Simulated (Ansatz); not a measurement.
The system is Ti.

```
Ti
1.0
     2.95000    0.00000    0.00000
    -1.47500    2.55477    0.00000
     0.00000    0.00000    4.68000
Ti
2
Cartesian
  1.4750 0.8516 3.5100
  0.0000 1.7032 1.1700
```

Program: Ansatz 0.2.0. Alike in all runs: task band structure; potentials or basis all-electron LAPW, scalar-relativistic; no spin polarisation; cell as given; k mesh 10 × 10 × 6; cutoff (eV) 220; smearing fermi-dirac 0.05 eV; basis error allowed 0.001 eV/atom.

Task: Order these runs on this cell by their pressure, lowest first.
A. level LDA
B. level PBEsol
C. level PBE

Result: A (-9.8 GPa), B (-5.7 GPa), C (-1.5 GPa).
